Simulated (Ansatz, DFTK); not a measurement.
Given: the input of a run of DFTK 0.8.2 on Ge. This isn't the form of Ge at room conditions, which is diamond.

The input run.jl:

```julia
using DFTK
using PseudoPotentialData
using Unitful, UnitfulAtomic
using LinearAlgebra, Printf
include("save.jl")
disable_threading()

# lattice vectors are the columns
lattice = austrip(1u"Å") * [       4.09041        -2.0452            0.0;
                      0.0         3.5424            0.0;
                      0.0            0.0        3.32658]
symbols   = [:Ge, :Ge]
positions = [[0.66667, 0.33333, 0.14086],
             [0.33333, 0.66667, 0.85914]]
pseudopotentials = PseudoFamily("dojo.nc.sr.pbe.v0_4_1.standard.upf")
elements = Dict(s => ElementPsp(s, pseudopotentials) for s in unique(symbols))
atoms    = [elements[s] for s in symbols]

build_model(lattice, positions; symmetries=true) =
    model_DFT(lattice, atoms, positions;
              functionals=PBE(),
              temperature=austrip(0.05u"eV"),
              smearing=Smearing.FermiDirac(),
              symmetries)
Ecut  = 39.0  # hartree
kgrid = [8, 8, 8]
tol   = 1e-6
to_GPa = ustrip(uconvert(u"GPa", 1u"hartree/bohr^3"))

model = build_model(lattice, positions)
basis = PlaneWaveBasis(model; Ecut, kgrid)
display(basis)
scfres = self_consistent_field(basis;
                               tol,
                               nbandsalg=AdaptiveBands(model; n_bands_converge=19))
display(scfres.energies)
@printf "Fermi level: %.6f eV\n" ustrip(auconvert(u"eV", something(scfres.εF, NaN)))
forces = compute_forces_cart(scfres)
println("Forces (eV/Å)")
for (s, f) in zip(symbols, forces)
    @printf "%-3s %12.6f %12.6f %12.6f\n" s ustrip.(auconvert.(u"eV/Å", f))...
end
stress = compute_stresses_cart(scfres)
println("Stress (GPa)")
display(round.(stress * to_GPa; digits=4))
println("Levels at the first k-point (eV): ", round.(ustrip.(auconvert.(u"eV", scfres.eigenvalues[1][1:scfres.n_bands_converge])); digits=4))
save_scf!(scfres; forces, stress)
```

Potentials or basis: dojo.nc.sr.pbe.v0_4_1.standard.upf (PBE).

Launch:

```bash
$ julia --threads=1 run.jl  # save.jl only writes the numbers to a file and isn't shown; printed stress counts tension as positive; times include loading and compiling
```

Task: Translate it to Ansatz 0.2.0. Potentials or basis there: Ansatz PAW (earlier soft set), cutoff 420 eV.

Result: As run (cutoffs and basis follow the program's own potentials, and thresholds, step limits or extra output files can differ):

Contents of input.yaml:

```yaml
crystal:
  lattice:
    - [4.09041, 0.0, 0.0]
    - [-2.0452, 3.5424, 0.0]
    - [0.0, 0.0, 3.32658]
  atoms:
    - { symbol: Ge, position: [0.66667, 0.33333, 0.14086] }
    - { symbol: Ge, position: [0.33333, 0.66667, 0.85914] }
hamiltonian:
  xc: pbe
  pseudopotentials: { kind: paw, azcp: { folder: soft_1 } }
kpoints:
  mp_grid: { grid: [8, 8, 8] }
scf:
  occupations: { method: fermi_dirac, width: 0.05 }
output:
  forces: true
  stress: true
  eigenvalues: true
```

Potentials or basis: Ansatz PAW soft_1.

Launch:

```console
$ ansatz run input.yaml --threads 1 --pin off --max-ram 3584MiB --backend cpu --events-out ev --progress --plain --runs-dir out
```

Both were run:

|  | DFTK | Ansatz |
| --- | --- | --- |
| Pressure | -1.5 GPa | -1.6 GPa |

Ansatz's pressure holds a Pulay term of +0.02 GPa for its cutoff of 420 eV, which the other run lacks.

Where Ansatz's input types no cutoff or centring, it takes its own default and a Γ-centred mesh.

Pressure is positive in compression.
